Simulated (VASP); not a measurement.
# TaS2 (P-3m1) in VASP: notebook

One crystal, TaS2, is run at these levels: revPBE+D3, revPBE+D3(BJ), revPBE+D4; tasks: relaxation of cell and atoms.

All numbers are computed with VASP 6.6.1; they aren't measurements. Logs are shortened: lines on timing, memory, paths and dates and some standing lists are left out, and cuts for length are marked.

## 1. Starting point

The structure is trigonal, space group P-3m1 (No. 164). The conventional cell has a = 3.350 Å, b = 3.350 Å, c = 5.860 Å, α = 90.00°, β = 90.00°, γ = 120.00°. Around Ta (site symmetry -3m) lie 6 S at 2.43 Å. Around S (site symmetry 3m) lie 3 Ta at 2.43 Å.

## 2. Relaxation of cell and atoms, revPBE+D3

Input file INCAR:

```
ALGO = Normal ; EDIFF = 1E-7
EDIFFG = -0.005 ; ENCUT = 600
GGA = RE ; IBRION = 2
ISIF = 3 ; ISMEAR = -1
IVDW = 11 ; LASPH = True
LCHARG = False ; LREAL = False
LWAVE = False ; NELM = 100
NSW = 60 ; PREC = Accurate
SIGMA = 0.05
```

Input file KPOINTS:

```
k-points
0
Gamma
  9 9 5
```

Input file POSCAR:

```
TaS2
1.0
    3.3500000000      0.0000000000      0.0000000000
   -1.6750000000      2.9011851027      0.0000000000
    0.0000000000      0.0000000000      5.8600000000
Ta S
1 2
Direct
    0.0000000000      0.0000000000      0.0000000000
    0.6666666667      0.3333333333      0.7500000000
    0.3333333333      0.6666666667      0.2500000000
```

Potentials or basis: VASP PAW PBE potentials, release 64 (Ta_pv, S).

The run is started by

```console
cat potpaw_PBE.64/Ta_pv/POTCAR potpaw_PBE.64/S/POTCAR > POTCAR
mpirun -np 1 vasp_std > vasp.out
```

OUTCAR:

```text
EDIFF = 1E-7
   EDIFFG = -0.005
   ENCUT = 600
   GGA = RE
   IBRION = 2
   ISIF = 3
   ISMEAR = -1
   IVDW = 11
   LASPH = True
   LREAL = False
   NELM = 100
   NSW = 60
   PREC = Accurate
 IVDW          = 11

 ion  position               nearest neighbor table
   1  0.000  0.000  0.000-   2 2.43   3 2.43   2 2.43   3 2.43   2 2.43   3 2.43
   2  0.667  0.333  0.750-   1 2.43   1 2.43   1 2.43
   3  0.333  0.667  0.250-   1 2.43   1 2.43   1 2.43

  LATTYP: Found a hexagonal cell.
 ALAT       =     3.3500000000
 C/A-ratio  =     1.7492537313

  Lattice vectors:

 A1 = (   3.3500000000,   0.0000000000,   0.0000000000)
 A2 = (  -1.6750000000,   2.9011851027,   0.0000000000)
 A3 = (   0.0000000000,   0.0000000000,   5.8600000000)

Analysis of symmetry for initial positions (statically):
=====================================================================
 Subroutine PRICEL returns:
 Original cell was already a primitive cell.

 Routine SETGRP: Setting up the symmetry group for a
 hexagonal supercell.

 Subroutine GETGRP returns: Found 12 space group operations
 (whereof 12 operations were pure point group operations)
 out of a pool of 24 trial point group operations.

The static configuration has the point symmetry D_3d.

Analysis of symmetry for dynamics (positions and initial velocities):
=====================================================================
 Subroutine PRICEL returns:
 Original cell was already a primitive cell.

 Routine SETGRP: Setting up the symmetry group for a
 hexagonal supercell.

 Subroutine GETGRP returns: Found 12 space group operations
 (whereof 12 operations were pure point group operations)
 out of a pool of 24 trial point group operations.

The dynamic configuration has the point symmetry D_3d.

 Subroutine INISYM returns: Found 12 space group operations
 (whereof 12 operations are pure point group operations),
 and found     1 'primitive' translations

----------------------------------------------------------------------------------------

                                     Primitive cell

  volume of cell :      56.9532

  direct lattice vectors                    reciprocal lattice vectors
     3.350000000  0.000000000  0.000000000     0.298507463  0.172343364  0.000000000
    -1.675000000  2.901185103  0.000000000     0.000000000  0.344686728  0.000000000
     0.000000000  0.000000000  5.860000000     0.000000000  0.000000000  0.170648464

  length of vectors
     3.350000000  3.350000000  5.860000000     0.344686728  0.344686728  0.170648464

  position of ions in fractional coordinates (direct lattice)
     0.000000000  0.000000000  0.000000000
     0.666666667  0.333333333  0.750000000
     0.333333333  0.666666667  0.250000000

  ion indices of the primitive-cell ions
   primitive index   ion index
                 1           1
[... 97 lines left out ...]
  Thomas-Fermi vector in A             =   2.345631
   LORBIT       =      0    0 simple, 1 ext, 2 COOP (PROOUT), +10 PAW based schemes
   GGA     = RE    functional components
   LHFCALC =     F    Hartree Fock is set to
   AEXX    =    0.0000 exact exchange contribution
   IVDW    =    11    specifies the selected vdW correction
   LEPSILON=     F    determine dielectric tensor
   LRPA    =     F    only Hartree local field effects (RPA)
 conjugate gradient relaxation of ions
 non-spin polarized calculation
  energy-cutoff  :      600.00
  volume of cell :       56.95
 maximum number of plane-waves:      1931
 NGX is ok and might be reduce to    28
   NGX = 13   NGY = 13   NGZ = 23

--------------------------------------- Ionic step        1  -------------------------------------------

 number of electron      22.9999999 magnetization

 Free energy of the ion-electron system (eV)
  ---------------------------------------------------
  ext. energy  EPLUGINS =         0.00000000
  ---------------------------------------------------
  free energy    TOTEN  =       -21.97468580 eV

  energy without entropy =      -21.95980138  energy(sigma->0) =      -21.96724359

------------------------ aborting loop because EDIFF is reached ----------------------------------------

 Edisp (eV)   -1.41518

 E8    (eV) :    -0.5971
[... 32 lines left out ...]
--------------------------------------- Ionic step        2  -------------------------------------------

 number of electron      23.0000000 magnetization

 E-fermi :   4.4367     XC(G=0):  -9.8474

 val. band max:        4.4030661328   @ k =   0.3333   0.1111   0.2000
 cond. band min:       4.4437327143   @ k =   0.2222   0.1111   0.0000
 fundamental gap:      0.0406665816
 Fermi energy:         4.4367250593

 k-point     1 :       0.0000    0.0000    0.0000
  band No.  band energies     occupation
      1     -31.1859      2.00000
      2     -31.1859      2.00000
      3     -31.1347      2.00000
      4      -9.7163      2.00000
      5      -8.2772      2.00000
      6      -1.8039      2.00000
      7       1.1169      2.00000
      8       1.1169      2.00000
      9       3.1151      2.00000
     10       3.7447      2.00000
     11       3.7447      2.00000
     12       4.5135      0.35422
     13       4.6770      0.01623
     14       4.6770      0.01623
[... 490 lines left out ...]
  FREE ENERGIE OF THE ION-ELECTRON SYSTEM (eV)
  ---------------------------------------------------
  free  energy   TOTEN  =       -23.4838220250 eV

  energy  without entropy=      -23.4701751824  energy(sigma->0) =      -23.47699860

[... ionic steps 4 to 15 ...]

--------------------------------------- Ionic step       16  -------------------------------------------

 number of electron      23.0000000 magnetization

------------------------ aborting loop because EDIFF is reached ----------------------------------------
[... 77 lines left out ...]
--------------------------------------- Ionic step       18  -------------------------------------------

 number of electron      23.0000000 magnetization

 Free energy of the ion-electron system (eV)
  ---------------------------------------------------
  ext. energy  EPLUGINS =         0.00000000
  ---------------------------------------------------
  free energy    TOTEN  =       -22.08551739 eV

  energy without entropy =      -22.07265772  energy(sigma->0) =      -22.07908756

 E-fermi :   5.6152     XC(G=0): -10.4278

 val. band max:        5.5984348562   @ k =   0.2222   0.1111   0.0000
 cond. band min:       5.6210921656   @ k =   0.1111   0.0000   0.0000
 fundamental gap:      0.0226573094
 Fermi energy:         5.6152369304

 k-point     1 :       0.0000    0.0000    0.0000
  band No.  band energies     occupation
      1     -29.7321      2.00000
      2     -29.7282      2.00000
      3     -29.7282      2.00000
      4      -9.2776      2.00000
      5      -7.3544      2.00000
      6      -1.2816      2.00000
      7       1.7686      2.00000
      8       1.7686      2.00000
      9       4.4016      2.00000
     10       4.9220      2.00000
     11       4.9220      2.00000
     12       5.7238      0.20477
     13       5.7879      0.06131
     14       5.7879      0.06131
[... 449 lines left out ...]
  FREE ENERGIE OF THE ION-ELECTRON SYSTEM (eV)
  ---------------------------------------------------
  free  energy   TOTEN  =       -23.4929936978 eV

  energy  without entropy=      -23.4801340292  energy(sigma->0) =      -23.48656386

 reached required accuracy - stopping structural energy minimisation
```

It took 7 min on 1 thread of Intel Xeon 6975P-C (Granite Rapids), shared host; peak memory 0.24 GiB.

Results:

| Item | Value |
| --- | --- |
| Free energy | -23.4930 eV |
| Relaxed volume | 19.22 Å³/atom |
| Relaxed cell | a = 3.368 Å, b = 3.368 Å, c = 5.870 Å, α = 90.00°, β = 90.00°, γ = 120.00° |
| Space group after relaxing (to 0.05 Å) | P-3m1 (No. 164) |
| Energy gained by relaxing | 34.4 meV/atom |
| Ionic steps | 18 |
| Pressure after relaxing | 0.0 GPa |
| Band gap on the k mesh | none (metal or under the smearing width) |
| Dispersion energy per atom | -0.469 eV |

The path:
| step | energy change (eV) | largest force (eV/Å) | pressure (GPa) | volume (Å³) |
| --- | --- | --- | --- | --- |
| 1 | 0.0000 | 1.3724 | 7.78 | 56.95 |
| 2 | 0.2180 | 1.6901 | -12.42 | 64.89 |
| 3 | -0.0940 | 0.1233 | -0.89 | 59.59 |
| 4 | -0.0941 | 0.1661 | -0.61 | 59.49 |
| 5 | -0.0941 | 0.1876 | -0.46 | 59.43 |
| 6 | -0.0986 | 0.1177 | -0.18 | 59.00 |
| 7 | -0.0994 | 0.0707 | 0.00 | 58.72 |
| 8 | -0.1003 | 0.0297 | -0.23 | 58.66 |
| 9 | -0.1012 | 0.0917 | -0.91 | 58.48 |
| 10 | -0.1014 | 0.0892 | -0.88 | 58.43 |
| 11 | -0.1019 | 0.0820 | -0.78 | 58.30 |
| 12 | -0.1026 | 0.0677 | -0.59 | 58.03 |
| 13 | -0.1028 | 0.0382 | -0.18 | 57.49 |
| 14 | -0.1029 | 0.0480 | -0.32 | 57.68 |
| 15 | -0.1030 | 0.0318 | -0.21 | 57.67 |
| 16 | -0.1031 | 0.0123 | -0.08 | 57.66 |
| 17 | -0.1031 | 0.0267 | 0.17 | 57.64 |
| 18 | -0.1031 | 0.0011 | 0.00 | 57.65 |

Final structure:
```cif
data_structure
_symmetry_space_group_name_H-M 'P 1'
_symmetry_Int_Tables_number 1
_cell_length_a 3.3677
_cell_length_b 3.3677
_cell_length_c 5.8700
_cell_angle_alpha 90.000
_cell_angle_beta 90.000
_cell_angle_gamma 120.000
_cell_volume 57.65
loop_
_atom_site_label
_atom_site_type_symbol
_atom_site_fract_x
_atom_site_fract_y
_atom_site_fract_z
_atom_site_occupancy
Ta1 Ta 0.00000 0.00000 0.00000 1
S1 S 0.66667 0.33333 0.73884 1
S2 S 0.33333 0.66667 0.26116 1
```

Caveat: the PAW data sets were made with another functional, which shifts forces and pressure a little. Zero-point motion and thermal expansion aren't in these numbers.

## 3. Relaxation of cell and atoms, revPBE+D3(BJ)

Input file INCAR:

```
PREC = Accurate ; ENCUT = 600
EDIFF = 1E-6 ; ISMEAR = -1
SIGMA = 0.05 ; LREAL = F
LASPH = T ; NELM = 60
ALGO = Normal ; ISIF = 3
LWAVE = F ; LCHARG = F
GGA = RE ; IVDW = 12
IBRION = 2 ; NSW = 60
EDIFFG = -0.01
```

Input file KPOINTS:

```
Automatic mesh
0
Gamma
  9 9 5
```

POSCAR is that of step 2.

Potentials or basis: VASP PAW PBE potentials, release 64 (Ta_pv, S).

The run is started by

```console
cat potpaw_PBE.64/Ta_pv/POTCAR potpaw_PBE.64/S/POTCAR > POTCAR
mpirun -np 1 vasp_std > vasp.out
```

Run time: 6.4 min. Hardware: 1 thread of Intel Xeon 6975P-C (Granite Rapids), shared host; peak memory 0.26 GiB.

The run converged. Its results:

| Item | Value |
| --- | --- |
| Free energy | -24.5014 eV |
| Relaxed volume | 17.74 Å³/atom |
| Relaxed cell | a = 3.304 Å, b = 3.304 Å, c = 5.632 Å, α = 90.00°, β = 90.00°, γ = 120.00° |
| Space group after relaxing (to 0.05 Å) | P-3m1 (No. 164) |
| Energy gained by relaxing | 46.6 meV/atom |
| Ionic steps | 24 |
| Pressure after relaxing | 0.0 GPa |
| Band gap on the k mesh | none (metal or under the smearing width) |
| Dispersion energy per atom | -0.860 eV |

Step by step:
| step | energy change (eV) | largest force (eV/Å) | pressure (GPa) | volume (Å³) |
| --- | --- | --- | --- | --- |
| 1 | 0.0000 | 1.3303 | 3.84 | 56.95 |
| 2 | 0.0516 | 0.9111 | -9.60 | 60.77 |
| 3 | -0.0600 | 0.3087 | -2.48 | 58.52 |
| 4 | -0.0920 | 0.1870 | -1.35 | 57.00 |
| 5 | -0.0972 | 0.1143 | -0.60 | 56.12 |
| 6 | -0.1107 | 0.2984 | 0.80 | 55.15 |
| 7 | -0.1161 | 0.5081 | 2.55 | 54.06 |
| 8 | -0.1207 | 0.4683 | 2.29 | 53.98 |
| 9 | -0.1312 | 0.3480 | 1.57 | 53.72 |
| 10 | -0.1367 | 0.1044 | 0.26 | 53.18 |
| 11 | -0.1373 | 0.1640 | 0.56 | 53.31 |
| 12 | -0.1384 | 0.1103 | 0.20 | 53.43 |
| 13 | -0.1389 | 0.0100 | -0.60 | 53.70 |
| 14 | -0.1390 | 0.0260 | -0.37 | 53.62 |
| 15 | -0.1393 | 0.0313 | -0.23 | 53.56 |
| 16 | -0.1395 | 0.0400 | 0.04 | 53.43 |
| 17 | -0.1395 | 0.0260 | -0.04 | 53.43 |
| 18 | -0.1395 | 0.0023 | -0.15 | 53.42 |
| 19 | -0.1396 | 0.0012 | -0.13 | 53.40 |
| 20 | -0.1396 | 0.0006 | -0.03 | 53.31 |
| 21 | -0.1396 | 0.0046 | 0.15 | 53.13 |
| 22 | -0.1396 | 0.0023 | 0.04 | 53.24 |
| 23 | -0.1397 | 0.0018 | 0.03 | 53.24 |
| 24 | -0.1397 | 0.0011 | 0.00 | 53.23 |

Final structure:
```
Ta S
1.0
     3.30382    0.00000    0.00000
    -1.65191    2.86119    0.00000
     0.00000    0.00000    5.63156
Ta S
1 2
Direct
  0.00000 0.00000 0.00000
  0.66667 0.33333 0.72456
  0.33333 0.66667 0.27544
```

Levels at points of the mesh, in eV from the Fermi level:
| k point | band 9 | band 10 | band 11 | band 12 | band 13 | band 14 | band 15 |
| --- | --- | --- | --- | --- | --- | --- | --- |
| (0.00, 0.00, 0.00) | -0.83 | -0.49 | -0.49 | -0.07 | 0.29 | 0.29 | 3.62 |

Caveat: the PAW data sets were made with another functional, which shifts forces and pressure a little.

## 4. Relaxation of cell and atoms, revPBE+D4

Input file INCAR:

```
  ALGO = Normal
  EDIFF = 1E-7
  EDIFFG = -0.01
  ENCUT = 600
  GGA = RE
  IBRION = 2
  ISIF = 3
  ISMEAR = -1
  IVDW = 13
  LASPH = True
  LCHARG = False
  LREAL = False
  LWAVE = False
  NELM = 100
  NSW = 40
  PREC = Accurate
  SIGMA = 0.05
```

Input file KPOINTS:

```
k-points
0
Gamma
  9 9 5
```

POSCAR is that of step 3.

The run is started by

```console
cat potpaw_PBE.64/Ta_pv/POTCAR potpaw_PBE.64/S/POTCAR > POTCAR
mpirun -np 1 vasp_std > vasp.out
```

It took 6.4 min on 1 thread of Intel Xeon 6975P-C (Granite Rapids), shared host; peak memory 0.24 GiB.

Results (log left out):

```yaml
Free_energy: -23.8629 eV
Relaxed_volume: 18.46 Å³/atom
Relaxed_cell: a = 3.329 Å, b = 3.329 Å, c = 5.769 Å, α = 90.00°, β = 90.00°, γ = 120.00°
Space_group_after_relaxing_to_0.05_Å: P-3m1 (No. 164)
Energy_gained_by_relaxing: 33.9 meV/atom
Ionic_steps: 16
Pressure_after_relaxing: 0.0 GPa
Band_gap_on_the_k_mesh: none (metal or under the smearing width)
Dispersion_energy_per_atom: -0.615 eV
```

Forces on the atoms (eV/Å):
```
Ta   0.000  0.000  0.000
S    0.000  0.000  0.003
S    0.000  0.000 -0.003
```

Step by step:
| step | energy change (eV) | largest force (eV/Å) | pressure (GPa) | volume (Å³) |
| --- | --- | --- | --- | --- |
| 1 | 0.0000 | 1.2952 | 5.51 | 56.95 |
| 2 | 0.1159 | 1.2464 | -10.70 | 62.50 |
| 3 | -0.0685 | 0.2275 | -1.58 | 58.96 |
| 4 | -0.0686 | 0.2592 | -1.38 | 58.89 |
| 5 | -0.0842 | 0.1546 | -0.67 | 57.99 |
| 6 | -0.0864 | 0.1008 | -0.30 | 57.53 |
| 7 | -0.0899 | 0.1453 | 0.09 | 57.14 |
| 8 | -0.0951 | 0.2795 | 1.37 | 55.95 |
| 9 | -0.0962 | 0.2560 | 1.22 | 55.92 |
| 10 | -0.0990 | 0.1852 | 0.79 | 55.82 |
| 11 | -0.1015 | 0.0444 | -0.03 | 55.62 |
| 12 | -0.1016 | 0.0241 | -0.14 | 55.59 |
| 13 | -0.1016 | 0.0205 | -0.14 | 55.56 |
| 14 | -0.1018 | 0.0098 | -0.07 | 55.47 |
| 15 | -0.1018 | 0.0116 | 0.03 | 55.31 |
| 16 | -0.1018 | 0.0025 | -0.01 | 55.38 |

Final structure:
```
Ta S
1.0
     3.32923    0.00000    0.00000
    -1.66461    2.88320    0.00000
     0.00000    0.00000    5.76920
Ta S
1 2
Direct
  0.00000 0.00000 0.00000
  0.66667 0.33333 0.73208
  0.33333 0.66667 0.26792
```

Levels at points of the mesh, in eV from the Fermi level:
| k point | band 10 | band 11 | band 12 | band 13 | band 14 | band 15 |
| --- | --- | --- | --- | --- | --- | --- |
| (0.00, 0.00, 0.00) | -0.57 | -0.57 | 0.00 | 0.24 | 0.24 | 3.70 |

Caveat: the PAW data sets were made with another functional, which shifts forces and pressure a little. Spin-orbit coupling is left out, which matters for the levels of Ta.

## 5. For comparison

An earlier run on the cell as given: functional PBE; potentials or basis VASP PAW PBE potentials, release 64 (Ta_pv, S); cutoff 520 eV; k mesh 9 × 9 × 5; occupations fermi-dirac, width 0.05 eV; no spin polarisation.

* Pressure: 9.2 GPa
* Largest force: 1.243 eV/Å
* Band gap on the k mesh: none (metal or under the smearing width)

## 6. Overview

| task | level | cell | cutoff (eV) | gap on the mesh (eV) | pressure (GPa) | relaxed volume (Å³/atom) |
| --- | --- | --- | --- | --- | --- | --- |
| relaxation of cell and atoms | revPBE+D3 | relaxed | 600 | none | 0.0 | 19.22 |
| relaxation of cell and atoms | revPBE+D3(BJ) | relaxed | 600 | none | 0.0 | 17.74 |
| relaxation of cell and atoms | revPBE+D4 | relaxed | 600 | none | 0.0 | 18.46 |
| single point | PBE | as given | 520 | none | 9.2 | - |

Alike in all rows: potentials or basis VASP PAW PBE potentials, release 64 (Ta_pv, S); no spin polarisation; k mesh 9 × 9 × 5; smearing fermi-dirac 0.05 eV.

Caveats: the PAW data sets were made with another functional, which shifts forces and pressure a little (some runs); this functional lacks dispersion, which binds the layers, so the pressure and a relaxed spacing across them are unreliable (some runs); forces of over 1 eV/Å show positions far from the minimum, so gaps and moduli don't describe the material at rest (some runs).

Total energies depend on the potentials used, so only differences within one code and one set of settings carry meaning.
